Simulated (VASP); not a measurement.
Data:

```
CELL_PARAMETERS angstrom
      0.00000     3.01874     3.01874
      3.01874     0.00000     3.01874
      3.01874     3.01874     0.00000
ATOMIC_POSITIONS crystal
  Na 0.00000 0.00000 0.00000
  Br 0.50000 0.50000 0.50000
```

All values below come from PBE GGA, VASP's PBE PAW potentials (set 64) (plane waves; VASP). Settings: 520 eV cut-off, Gaussian smearing of 0.050 eV, potentials Na_pv Br.

What does the run give for the band gap (along the path) with the smallest direct gap where there is one?

| Quantity | Result |
|---|---|
| band gap (along the path) | 4.06 eV |
| smallest direct gap (along the path) | 4.06 eV |

Total energies compare only between runs with the same potentials, cut-off and functional.

The compound is NaBr in the rock salt structure. It was relaxed first.
